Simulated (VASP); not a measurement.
# Sc (I4/mmm) in VASP: density of states with PBE

Aim: the density of states of Sc with PBE.

Program: VASP 6.6.1. These are calculated values, not measurements. Logs are shortened: lines on timing, memory, paths and dates and some standing lists are left out, and cuts for length are marked.

## Step 1: The structure

The structure is tetragonal, space group I4/mmm (No. 139). Conventional cell: a = 3.758 Å, b = 3.758 Å, c = 4.761 Å, α = 90.00°, β = 90.00°, γ = 90.00°. Sc (site symmetry 4/mmm) has 12 Sc at 3.57 to 3.76 Å as nearest neighbours.

This isn't the form of Sc at room conditions, which is hcp.

## Step 2: Density of states, PBE, collinear spin, typed start

File POSCAR:

```
Sc
1.0
   -1.8790000000      1.8790000000      2.3805000000
    1.8790000000     -1.8790000000      2.3805000000
    1.8790000000      1.8790000000     -2.3805000000
Sc
1
Direct
    0.0000000000      0.0000000000      0.0000000000
```

File INCAR.step1:

```
SYSTEM = Sc
ALGO = Normal
EDIFF = 1E-6
ENCUT = 520
GGA = PE
ISIF = 2
ISMEAR = -1
ISPIN = 2
LASPH = .TRUE.
LCHARG = .TRUE.
LMAXMIX = 4
LREAL = .FALSE.
LWAVE = .FALSE.
MAGMOM = 1
NBANDS = 16
NELM = 150
PREC = Accurate
SIGMA = 0.05
```

File KPOINTS.step1:

```
k-points
0
G
  12 12 12
  0 0 0
```

File INCAR.step2:

```
SYSTEM = Sc
ALGO = Normal
EDIFF = 1E-6
ENCUT = 520
GGA = PE
ICHARG = 11
ISIF = 2
ISMEAR = -5
ISPIN = 2
LASPH = .TRUE.
LCHARG = .FALSE.
LMAXMIX = 4
LORBIT = 11
LREAL = .FALSE.
LWAVE = .FALSE.
MAGMOM = 1
NBANDS = 16
NEDOS = 2001
NELM = 150
PREC = Accurate
SIGMA = 0.05
```

File KPOINTS.step2:

```
k-points
0
G
  18 18 18
  0 0 0
```

Potentials or basis: VASP PAW PBE potentials, release 64 (Sc_sv).

The run is started by

```console
cat potpaw_PBE.64/Sc_sv/POTCAR > POTCAR
cp INCAR.step1 INCAR
cp KPOINTS.step1 KPOINTS
mpirun -np 1 vasp_std > vasp.out
cp INCAR.step2 INCAR
cp KPOINTS.step2 KPOINTS
mpirun -np 1 vasp_std > vasp.out
```

OUTCAR:

```text
SYSTEM = Sc
   EDIFF = 1E-6
   ENCUT = 520
   GGA = PE
   ICHARG = 11
   ISIF = 2
   ISMEAR = -5
   ISPIN = 2
   LASPH = .TRUE.
   LORBIT = 11
   LREAL = .FALSE.
   NELM = 150
   PREC = Accurate

 ion  position               nearest neighbor table
   1  0.000  0.000  0.000-

  LATTYP: Found a body centered tetragonal cell.
 ALAT       =     3.7580000000
 C/A-ratio  =     1.2668972858

  Lattice vectors:

 A1 = (  -1.8790000000,   1.8790000000,   2.3805000000)
 A2 = (   1.8790000000,  -1.8790000000,   2.3805000000)
 A3 = (   1.8790000000,   1.8790000000,  -2.3805000000)

Analysis of symmetry for initial positions (statically):
=====================================================================
 Subroutine PRICEL returns:
 Original cell was already a primitive cell.

 Routine SETGRP: Setting up the symmetry group for a
 body centered tetragonal supercell.

 Subroutine GETGRP returns: Found 16 space group operations
 (whereof 16 operations were pure point group operations)
 out of a pool of 16 trial point group operations.

The static configuration has the point symmetry D_4h.

Analysis of symmetry for dynamics (positions and initial velocities):
=====================================================================
 Subroutine PRICEL returns:
 Original cell was already a primitive cell.

 Routine SETGRP: Setting up the symmetry group for a
 body centered tetragonal supercell.

 Subroutine GETGRP returns: Found 16 space group operations
 (whereof 16 operations were pure point group operations)
 out of a pool of 16 trial point group operations.

The dynamic configuration has the point symmetry D_4h.

Analysis of structural, dynamic, and magnetic symmetry:
=====================================================================
 Subroutine PRICEL returns:
 Original cell was already a primitive cell.

 Routine SETGRP: Setting up the symmetry group for a
 body centered tetragonal supercell.

 Subroutine GETGRP returns: Found 16 space group operations
 (whereof 16 operations were pure point group operations)
 out of a pool of 16 trial point group operations.

The overall configuration has the point symmetry D_4h.

 Subroutine INISYM returns: Found 16 space group operations
 (whereof 16 operations are pure point group operations),
 and found     1 'primitive' translations

----------------------------------------------------------------------------------------

                                     Primitive cell

  volume of cell :      33.6188

  direct lattice vectors                    reciprocal lattice vectors
    -1.879000000  1.879000000  2.380500000     0.000000000  0.266098989  0.210039908
     1.879000000 -1.879000000  2.380500000     0.266098989  0.000000000  0.210039908
     1.879000000  1.879000000 -2.380500000     0.266098989  0.266098989  0.000000000

  length of vectors
     3.567640992  3.567640992  3.567640992     0.339006541  0.339006541  0.376320799

  position of ions in fractional coordinates (direct lattice)
     0.000000000  0.000000000  0.000000000

  ion indices of the primitive-cell ions
   primitive index   ion index
                 1           1

----------------------------------------------------------------------------------------

 KPOINTS: k-points

Automatic generation of k-mesh.
 Grid dimensions read from file:
 generate k-points for:   18   18   18

 Generating k-lattice:

  Cartesian coordinates                     Fractional coordinates (reciprocal lattice)
     0.000000000  0.014783277  0.011668884     0.055555556  0.000000000 -0.000000000
     0.014783277  0.000000000  0.011668884     0.000000000  0.055555556 -0.000000000
     0.014783277  0.014783277  0.000000000     0.000000000  0.000000000  0.055555556

  Length of vectors
     0.018833697  0.018833697  0.020906711

  Shift w.r.t. Gamma in fractional coordinates (k-lattice)
     0.000000000  0.000000000  0.000000000

 TETIRR: Found   7414 inequivalent tetrahedra from    34992

 Subroutine IBZKPT returns following result:
 ===========================================

 Found    480 irreducible k-points:

 Following reciprocal coordinates:
            Coordinates               Weight
  0.000000  0.000000  0.000000      1.000000
  0.055556  0.000000  0.000000      8.000000
  0.111111  0.000000  0.000000      8.000000
  0.166667  0.000000  0.000000      8.000000
  0.222222  0.000000  0.000000      8.000000
  0.277778  0.000000 -0.000000      8.000000
[... 16 lines left out ...]
 -0.277778  0.055556  0.000000     16.000000
 -0.222222  0.055556  0.000000     16.000000
 [... further k-points ...]
   k-points           NKPTS =    480   k-points in BZ     NKDIM =    480   number of bands    NBANDS=     16
   number of dos      NEDOS =   2001   number of ions     NIONS =      1
   total plane-waves  NPLWV =  21952
   dimension x,y,z NGX =    28 NGY =   28 NGZ =   28
   dimension x,y,z NGXF=    56 NGYF=   56 NGZF=   56
   ions per type =               1
   NGX,Y,Z   is equivalent  to a cutoff of  13.05, 13.05, 13.05 a.u.
   NGXF,Y,Z  is equivalent  to a cutoff of  26.10, 26.10, 26.10 a.u.
 SYSTEM =  Sc
   PREC   = accura    normal or accurate (medium, high low for compatibility)
   ISTART =      0    job   : 0-new  1-cont  2-samecut
   ICHARG =     11    charge: 1-file 2-atom 10-const
   ISPIN  =      2    spin polarized calculation?
   LNONCOLLINEAR =      F non collinear calculations
   LSORBIT =      F    spin-orbit coupling
   LASPH  =      T    aspherical Exc in radial PAW
   ENCUT  =  520.0 eV  38.22 Ry    6.18 a.u.   6.63  6.63  6.63*2*pi/ulx,y,z
   NELM   =    150;   NELMIN=  2; NELMDL=  0     # of ELM steps
   EDIFF  = 0.1E-05   stopping-criterion for ELM
   LREAL  =      F    real-space projection
   EDIFFG = 0.1E-04   stopping-criterion for IOM
   NSW    =      0    number of steps for IOM
   IBRION =     -1    ionic relax: 0-MD 1-quasi-New 2-CG
   NFREE  =      0    steps in history (QN), initial steepest desc. (CG)
   ISIF   =      2    stress and relaxation
   ISYM   =      2    0-nonsym 1-usesym 2-fastsym
   POTIM  = 0.5000    time-step for ionic-motion
   TEBEG  =    0.0;   TEEND  =   0.0 temperature during run
   PSTRESS=    0.0 pullay stress
   NELECT =      11.0000    total number of electrons
   NUPDOWN=      -1.0000    fix difference up-down
   EMIN   =  10.00;   EMAX   =-10.00  energy-range for DOS
   EFERMI =   0.00;   METHOD = LEGACY
   ISMEAR =    -5;   SIGMA  =   0.05  broadening in eV -4-tet -1-fermi 0-gaus
   EFERMI_NEDOS =   21; number of points for ismear=-14 and -15
   IALGO  =     38    algorithm
   IMIX   =      4    mixing-type and parameters
     AMIX     =   0.40;   BMIX     =  1.00
     AMIX_MAG =   1.60;   BMIX_MAG =  1.00
  volume/ion in A,a.u.               =      33.62       226.87
  Fermi-wavevector in a.u.,A,eV,Ry     =   1.128094  2.131788 17.314709  1.272595
  Thomas-Fermi vector in A             =   2.264782
   LORBIT       =     11    0 simple, 1 ext, 2 COOP (PROOUT), +10 PAW based schemes
   GGA     = PE    functional components
   LHFCALC =     F    Hartree Fock is set to
   AEXX    =    0.0000 exact exchange contribution
   IVDW    =     0    specifies the selected vdW correction
   LEPSILON=     F    determine dielectric tensor
   LRPA    =     F    only Hartree local field effects (RPA)
 spin polarized calculation
 Fermi weights with tetrahedron method with Bloechl corrections
  energy-cutoff  :      520.00
  volume of cell :       33.62
 maximum number of plane-waves:       919

 number of electron      10.9999998 magnetization      -0.0022029

 Free energy of the ion-electron system (eV)
  ---------------------------------------------------
  ext. energy  EPLUGINS =         0.00000000
  ---------------------------------------------------
  free energy    TOTEN  =        -5.85503350 eV

  energy without entropy =       -5.85503350  energy(sigma->0) =       -5.85503350

 E-fermi :   2.0994     XC(G=0):  -8.7116

 val. band max:        2.1060143886   @ k =  -0.4444  -0.4444   0.1111
 cond. band min:       2.0970392320   @ k =  -0.2222   0.4444   0.0556
 fundamental gap:     -0.0089751566
 Fermi energy:         2.0994440219

 spin component 1

 k-point     1 :       0.0000    0.0000    0.0000
  band No.  band energies     occupation
      1     -48.1743      1.00000
      2     -26.6896      1.00000
      3     -26.6845      1.00000
      4     -26.6845      1.00000
      5      -2.4038      1.00000
      6       3.1155      0.00000
[... 8 lines left out ...]
     15      17.5401      0.00000
     16      17.8458      0.00000

 k-point     2 :       0.0556    0.0000    0.0000
  band No.  band energies     occupation
      1     -48.1739      1.00000
      2     -26.6921      1.00000
      3     -26.6862      1.00000
      4     -26.6854      1.00000
      5      -2.3433      1.00000
      6       3.1030      0.00000
[... 8 lines left out ...]
     15      17.4851      0.00000
     16      17.9135      0.00000

 k-point     3 :       0.1111    0.0000    0.0000
  band No.  band energies     occupation
      1     -48.1726      1.00000
      2     -26.7024      1.00000
      3     -26.6879      1.00000
      4     -26.6879      1.00000
      5      -2.1640      1.00000
      6       3.0494      0.00000
[... 8 lines left out ...]
     15      17.1043      0.00000
     16      17.7135      0.00000
[... 362 lines left out ...]
 k-point    23 :      -0.2778    0.0556    0.0000
  band No.  band energies     occupation
      1     -48.1666      1.00000
      2     -26.7539      1.00000
      3     -26.6995      1.00000
      4     -26.6942      1.00000
      5      -1.1463      1.00000
      6       2.6319      0.00000
[... 8 lines left out ...]
     15      15.9439      0.00000
     16      17.1601      0.00000

 k-point    24 :      -0.2222    0.0556    0.0000
  band No.  band energies     occupation
      1     -48.1690      1.00000
      2     -26.7323      1.00000
      3     -26.6945      1.00000
      4     -26.6928      1.00000
      5      -1.5919      1.00000
      6       2.7935      0.00000
[... 8 lines left out ...]
     15      15.7757      0.00000
     16      17.3286      0.00000

 [... further k-points ...]

 spin component 2

 k-point     1 :       0.0000    0.0000    0.0000
  band No.  band energies     occupation
      1     -48.1753      1.00000
      2     -26.6907      1.00000
      3     -26.6855      1.00000
      4     -26.6855      1.00000
      5      -2.4053      1.00000
      6       3.1138      0.00000
[... 8 lines left out ...]
     15      17.5387      0.00000
     16      17.8452      0.00000

 k-point     2 :       0.0556    0.0000    0.0000
  band No.  band energies     occupation
      1     -48.1749      1.00000
      2     -26.6932      1.00000
      3     -26.6872      1.00000
      4     -26.6863      1.00000
      5      -2.3449      1.00000
      6       3.1013      0.00000
[... 8 lines left out ...]
     15      17.4837      0.00000
     16      17.9122      0.00000

 k-point     3 :       0.1111    0.0000    0.0000
  band No.  band energies     occupation
      1     -48.1736      1.00000
      2     -26.7034      1.00000
      3     -26.6889      1.00000
      4     -26.6888      1.00000
      5      -2.1655      1.00000
      6       3.0478      0.00000
[... 8 lines left out ...]
     15      17.1028      0.00000
     16      17.7117      0.00000
[... 362 lines left out ...]
 k-point    23 :      -0.2778    0.0556    0.0000
  band No.  band energies     occupation
      1     -48.1676      1.00000
      2     -26.7549      1.00000
      3     -26.7004      1.00000
      4     -26.6952      1.00000
      5      -1.1479      1.00000
      6       2.6302      0.00000
[... 8 lines left out ...]
     15      15.9428      0.00000
     16      17.1584      0.00000

 k-point    24 :      -0.2222    0.0556    0.0000
  band No.  band energies     occupation
      1     -48.1700      1.00000
      2     -26.7333      1.00000
      3     -26.6954      1.00000
      4     -26.6938      1.00000
      5      -1.5934      1.00000
      6       2.7918      0.00000
[... 8 lines left out ...]
     15      15.7747      0.00000
     16      17.3269      0.00000

 [... further k-points ...]

------------------------ aborting loop because EDIFF is reached ----------------------------------------

  FORCE on cell =-STRESS in cart. coord.  units (eV):
  Direction    XX          YY          ZZ          XY          YZ          ZX
  --------------------------------------------------------------------------------------
  -------------------------------------------------------------------------------------
  Total       -2.1984639     -2.1984639     -1.8716443      0.0000000      0.0000000      0.0000000
  in kB     -104.7727104   -104.7727104    -89.1973915      0.0000000      0.0000000      0.0000000
  external PRESSURE =     -99.5809374 kB  Pullay stress =       0.0000000 kB

 VOLUME and BASIS-vectors are now :
 -----------------------------------------------------------------------------
  energy-cutoff  :      520.00
  volume of cell :       33.62
      direct lattice vectors                 reciprocal lattice vectors
    -1.879000000  1.879000000  2.380500000     0.000000000  0.266098989  0.210039908
     1.879000000 -1.879000000  2.380500000     0.266098989  0.000000000  0.210039908
     1.879000000  1.879000000 -2.380500000     0.266098989  0.266098989  0.000000000

 POSITION                                       TOTAL-FORCE (eV/Angst)
 -----------------------------------------------------------------------------------
      0.00000      0.00000      0.00000         0.000000      0.000000      0.000000
 -----------------------------------------------------------------------------------
    total drift:                               -0.000000     -0.000000     -0.000000

  FREE ENERGIE OF THE ION-ELECTRON SYSTEM (eV)
  ---------------------------------------------------
  free  energy   TOTEN  =        -5.8550335042 eV

  energy  without entropy=       -5.8550335042  energy(sigma->0) =       -5.85503350

 total charge

# of ion       s       p       d       tot
------------------------------------------
    1        2.230   6.060   0.858   9.149

 magnetization (x)

# of ion       s       p       d       tot
------------------------------------------
    1       -0.000  -0.000  -0.001  -0.001
```

Run time: 4.2 min. Hardware: 1 thread of Intel Xeon 6975P-C (Granite Rapids), shared host; peak memory 0.46 GiB.

Results:

| Property | Result |
| --- | --- |
| Net moment | 0.00 μB per cell |
| Valence electrons inside the program's atomic spheres | Sc 9.15 |

States per cell in windows of 1 eV (zero at the Fermi level; states under -8 eV left out):
```
from (eV)    up  down  Sc1_d_down  Sc1_d_up  Sc1_s_down  Sc1_s_up  Sc1_p_down  Sc1_p_up
     -8.0  0.00  0.00        0.00      0.00        0.00      0.00        0.00      0.00
     -7.0  0.00  0.00        0.00      0.00        0.00      0.00        0.00      0.00
     -6.0  0.00  0.00        0.00      0.00        0.00      0.00        0.00      0.00
     -5.0  0.02  0.02        0.00      0.00        0.01      0.01        0.00      0.00
     -4.0  0.11  0.11        0.00      0.00        0.02      0.02        0.00      0.00
     -3.0  0.19  0.19        0.01      0.01        0.03      0.03        0.01      0.01
     -2.0  0.35  0.35        0.07      0.07        0.04      0.04        0.02      0.02
     -1.0  0.81  0.82        0.34      0.34        0.02      0.02        0.04      0.04
      0.0  1.28  1.28        0.78      0.78        0.00      0.00        0.04      0.04
      1.0  1.30  1.30        1.04      1.03        0.00      0.00        0.01      0.01
      2.0  1.53  1.53        1.34      1.34        0.01      0.01        0.01      0.01
      3.0  0.37  0.37        0.25      0.25        0.01      0.01        0.02      0.02
      4.0  0.34  0.34        0.15      0.15        0.06      0.06        0.02      0.02
      5.0  0.38  0.38        0.12      0.12        0.07      0.07        0.03      0.03
      6.0  0.38  0.38        0.10      0.10        0.04      0.04        0.05      0.05
      7.0  0.48  0.48        0.11      0.11        0.04      0.04        0.07      0.07
```

Caveat: tetrahedron occupations give inexact forces and stress in metals.
